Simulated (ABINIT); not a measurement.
# FeO (Wuestite) (Fm-3m) in ABINIT: a series of runs, part 2 of 2

ABINIT 10.8.3 (patched build).

## 6. Relaxation of cell and atoms, PBE, collinear spin, ferromagnetic start

File run.abi:

```
# Pseudopotentials
pp_dirpath "./"
pseudos "Fe.upf, O.upf"

# Structure
acell 5.7602554485 5.7602554485 5.7602554485
rprim
     0.0000000000     0.7071067812     0.7071067812
     0.7071067812     0.0000000000     0.7071067812
     0.7071067812     0.7071067812     0.0000000000
ntypat 2
znucl 26 8
natom 2
typat 1 2
chkprim 0
chksymtnons 0
tolsym 1.0e-6
xred
            0.0            0.0            0.0
            1/2            1/2            1/2

# Plane-wave basis
ecut 59.0
ecutsm 0.5

# k points
kptopt 1
ngkpt 8 8 8
nshiftk 1
shiftk 0.0 0.0 0.0

# Exchange and correlation
ixc 11

# Bands and occupations
nband 16
occopt 3
tsmear 0.00183747

# Spin
nsppol 2
spinat
     0.0000000000     0.0000000000     3.0000000000
     0.0000000000     0.0000000000     0.0000000000

# SCF cycle
nstep 80
tolvrs 1.0e-12

# Output
iomode 3
prteig 0
prtebands 0
prtwf 0
prtden 0

# Relaxation
ionmov 2
optcell 2
ntime 50
tolmxf 2.0e-5
dilatmx 1.08
```

Potentials or basis: PseudoDojo NC SR PBE v0.5 stringent.

Command:

```console
mpirun --bind-to none -np 4 abinit run.abi > log 2>&1
```

run.abo:

```text
.Version 10.8.3 of ABINIT
 Symmetries : space group Fm -3 m (#225); Bravais cF (face-center cubic)
================================================================================
 Values of the parameters that define the memory need of the present run
     intxc =       0    ionmov =       2      iscf =       7    lmnmax =       6
     lnmax =       6     mgfft =      45  mpssoang =       3    mqgrid =    3001
     natom =       2  nloc_mem =       1    nspden =       2   nspinor =       1
    nsppol =       2      nsym =      48    n1xccc =    2501    ntypat =       2
    occopt =       3   xclevel =       2
       mpw =        3704          nfft =       91125          nkpt =          29
================================================================================
================================================================================

--------------------------------------------------------------------------------
------------- Echo of variables that govern the present computation ------------
--------------------------------------------------------------------------------
 -outvars: echo values of preprocessed input variables --------
            acell      5.7602554485E+00  5.7602554485E+00  5.7602554485E+00 Bohr
              amu      5.58470000E+01  1.59994000E+01
          chkprim           0
      chksymtnons           0
          dilatmx      1.08000000E+00
             ecut      5.90000000E+01 Hartree
           ecutsm      5.00000000E-01 Hartree
           ionmov           2
              ixc          11
         kptrlatt        8    0    0      0    8    0      0    0    8
          kptrlen      4.60820436E+01
            natom           2
            nband          16
            ngfft          45      45      45
             nkpt          29
           nspden           2
           nsppol           2
            nstep          80
             nsym          48
            ntime          50
           ntypat           2
           occopt           3
          optcell           2
           prtden           0
        prtebands           0
           prteig           0
[... 409 lines left out ...]
    2     -0.00000000000000    -0.00000000000000    -0.00000000000000
 frms,max,avg= 0.0000000E+00 0.0000000E+00   0.000E+00  0.000E+00  0.000E+00 e/A
 length scales=  5.751334012742  5.751334012742  5.751334012742 bohr
              =  3.043474889769  3.043474889769  3.043474889769 angstroms
 Fermi (or HOMO) energy (hartree) =   0.38672   Average Vxc (hartree)=  -0.46393
 Magnetization (Bohr magneton)=  4.00207573E+00
 Total spin up =  1.30010379E+01   Total spin down =  8.99896214E+00
 Eigenvalues (hartree) for nkpt=  29  k points, SPIN UP:
 kpt#   1, nband= 16, wtk=  0.00195, kpt=  0.0000  0.0000  0.0000 (reduced coord)
  -2.92076   -1.67381   -1.67381   -1.67381   -0.37994    0.23890    0.23890    0.23890
   0.24054    0.24054    0.24054    0.24531    0.24531    0.38648    0.94528    1.00816
      occupation numbers for kpt#   1
   1.00000    1.00000    1.00000    1.00000    1.00000    1.00000    1.00000    1.00000
   1.00000    1.00000    1.00000    1.00000    1.00000    0.53240    0.00000    0.00000
 prteigrs : prtvol=0 or 1, do not print more k-points.

 Eigenvalues (hartree) for nkpt=  29  k points, SPIN DOWN:
 kpt#   1, nband= 16, wtk=  0.00195, kpt=  0.0000  0.0000  0.0000 (reduced coord)
  -2.76655   -1.52000   -1.52000   -1.52000   -0.36029    0.26185    0.26185    0.26185
   0.35910    0.35910    0.35910    0.39489    0.39489    0.41466    0.94293    1.04252
      occupation numbers for kpt#   1
   1.00000    1.00000    1.00000    1.00000    1.00000    1.00000    1.00000    1.00000
   1.00000    1.00000    1.00000    0.01157    0.01157    0.00000    0.00000    0.00000
 prteigrs : prtvol=0 or 1, do not print more k-points.

--- !EnergyTerms
iteration_state     : {dtset: 1, itime: 3, icycle: 1, }
comment             : Components of total free energy in Hartree
kinetic             :  7.26044078707975E+01
hartree             :  3.85783259715751E+01
xc                  : -2.24850140700275E+01
Ewald energy        : -9.51611628277904E+01
psp_core            :  3.37626163972208E+00
local_psp           : -1.28324713394145E+02
non_local_psp       : -1.17917693224786E+01
internal            : -1.43203664132347E+02
'-kT*entropy'       : -4.80173650046876E-04
total_energy        : -1.43204144305997E+02
total_energy_eV     : -3.89678328273569E+03
band_energy         : -1.31955627578753E+01
...

 Cartesian components of stress tensor (hartree/bohr^3)
  sigma(1 1)= -4.05060646E-08  sigma(3 2)=  0.00000000E+00
  sigma(2 2)= -4.05060646E-08  sigma(3 1)=  0.00000000E+00
  sigma(3 3)= -4.05060646E-08  sigma(2 1)=  0.00000000E+00

-Cartesian components of stress tensor (GPa)         [Pressure=  1.1917E-03 GPa]
- sigma(1 1)= -1.19172957E-03  sigma(3 2)=  0.00000000E+00
- sigma(2 2)= -1.19172957E-03  sigma(3 1)=  0.00000000E+00
- sigma(3 3)= -1.19172957E-03  sigma(2 1)=  0.00000000E+00

== END DATASET(S) ==============================================================
================================================================================

 -outvars: echo values of variables after computation  --------
            acell      5.7513340127E+00  5.7513340127E+00  5.7513340127E+00 Bohr
           etotal     -1.4320414431E+02
            fcart     -0.0000000000E+00 -0.0000000000E+00 -0.0000000000E+00
                      -0.0000000000E+00 -0.0000000000E+00 -0.0000000000E+00
            rprim      0.0000000000E+00  7.0710678119E-01  7.0710678119E-01
                       7.0710678119E-01  0.0000000000E+00  7.0710678119E-01
                       7.0710678119E-01  7.0710678119E-01  0.0000000000E+00
           strten     -4.0506064621E-08 -4.0506064607E-08 -4.0506064610E-08
                       0.0000000000E+00  0.0000000000E+00  0.0000000000E+00
           xangst      0.0000000000E+00  0.0000000000E+00  0.0000000000E+00
                       2.1520617329E+00  2.1520617329E+00  2.1520617329E+00
             xred      0.0000000000E+00  0.0000000000E+00  0.0000000000E+00
                       5.0000000000E-01  5.0000000000E-01  5.0000000000E-01
 Calculation completed.
```

It took 1.7 min on 4 MPI ranks of Arm Neoverse V1, shared host; peak memory 0.48 GiB.

Results:

```yaml
Free_energy: -3896.7833 eV
Relaxed_volume: 9.97 Å³/atom
Relaxed_cell: a = 3.043 Å, b = 3.043 Å, c = 3.043 Å, α = 60.00°, β = 60.00°, γ = 60.00°
Space_group_after_relaxing_to_0.05_Å: Fm-3m (No. 225)
Energy_gained_by_relaxing: 0.1 meV/atom
Ionic_steps: 3
Pressure_after_relaxing: 0.0 GPa
Band_gap_on_the_k_mesh: none (metal or under the smearing width)
Net_moment: 4.00 μB per cell
Site_moments: Fe +3.55; O +0.33 μB
```

The path:
```tsv
step	energy change (eV)	largest force (eV/Å)	pressure (GPa)	volume (Å³)
1	0.0000	0.0000	-0.85	20.03
2	-0.0002	0.0000	-0.38	19.97
3	-0.0002	0.0000	0.00	19.93
```

Final structure:
```cif
data_structure
_symmetry_space_group_name_H-M 'P 1'
_symmetry_Int_Tables_number 1
_cell_length_a 3.0435
_cell_length_b 3.0435
_cell_length_c 3.0435
_cell_angle_alpha 60.000
_cell_angle_beta 60.000
_cell_angle_gamma 60.000
_cell_volume 19.93
loop_
_atom_site_label
_atom_site_type_symbol
_atom_site_fract_x
_atom_site_fract_y
_atom_site_fract_z
_atom_site_occupancy
Fe1 Fe 0.00000 0.00000 0.00000 1
O1 O 0.50000 0.50000 0.50000 1
```

Caveat: a cell with one magnetic atom can't hold antiferromagnetic order, which such compounds often take; semilocal functionals often make such compounds metallic where correlation or magnetic order opens a gap, which also shifts bond lengths. With open d or f shells a metallic result of PBE can be an artefact of self-interaction; +U or a hybrid may open a gap.

## 7. Summary

| task | level | potentials or basis | cell | cutoff (eV) | fine-grid cutoff | cell freedom (optcell) | optimiser (ionmov) | cutoff smearing ecutsm (Ha) | force stop (Ha/bohr) | gap on the mesh (eV) | pressure (GPa) | moment (μB) | relaxed volume (Å³/atom) |
| --- | --- | --- | --- | --- | --- | --- | --- | --- | --- | --- | --- | --- | --- |
| single point | PBEsol | Ansatz PAW PBE default generated set, frozen core | as given | 381 | 761.919 eV | - | - | - | - | none | - | 4.00 | - |
| single point | PBE | PseudoDojo NC SR PBE v0.4 stringent | as given | 1497 | - | - | - | - | - | none | -1.5 | 4.00 | - |
| relaxation of cell and atoms | LDA | PseudoDojo NC SR LDA v0.4.1 standard | relaxed | 1252 | - | 2 | 2 | 0.5 | 2e-05 | none | 0.0 | 3.96 | 9.18 |
| single point | LDA | PseudoDojo NC SR LDA v0.4.1 standard | cell relaxed | 1252 | - | - | - | - | - | none | 0.0 | 3.96 | - |
| relaxation of cell and atoms | PBE | PseudoDojo NC SR PBE v0.5 stringent | relaxed | 1605 | - | 2 | 2 | 0.5 | 2e-05 | none | 0.0 | 4.00 | 9.97 |

Alike in all rows: spin collinear, ferromagnetic start; k mesh 8 × 8 × 8; smearing fermi-dirac 0.05 eV.

Caveats: a cell with one magnetic atom can't hold antiferromagnetic order, which such compounds often take; semilocal functionals often make such compounds metallic where correlation or magnetic order opens a gap, which also shifts bond lengths; the PAW data sets were made with another functional, which shifts forces and pressure a little (some runs); the atomic spheres overlap (some runs).

Absolute energies hang on the potentials; compare differences alone.

## 8. Against experiment

Step 3. Against the measured gap of FeO, 2.4 eV (optical; quoted in “W\"ustite: Electric, thermodynamic and optical properties of FeO”, 2012, arxiv:1203.1201), the calculated 0.00 eV is off by -2.40 eV. So large a miss can be the level of theory's own, or it may mean another phase, state or a wrong row. The value is that of PBE on a finite k mesh, which can miss the band edges, without temperature or zero-point motion. Semilocal functionals fall short of measured gaps as a rule. The run's magnetic order (collinear spin, ferromagnetic start) needn't be the measured crystal's.
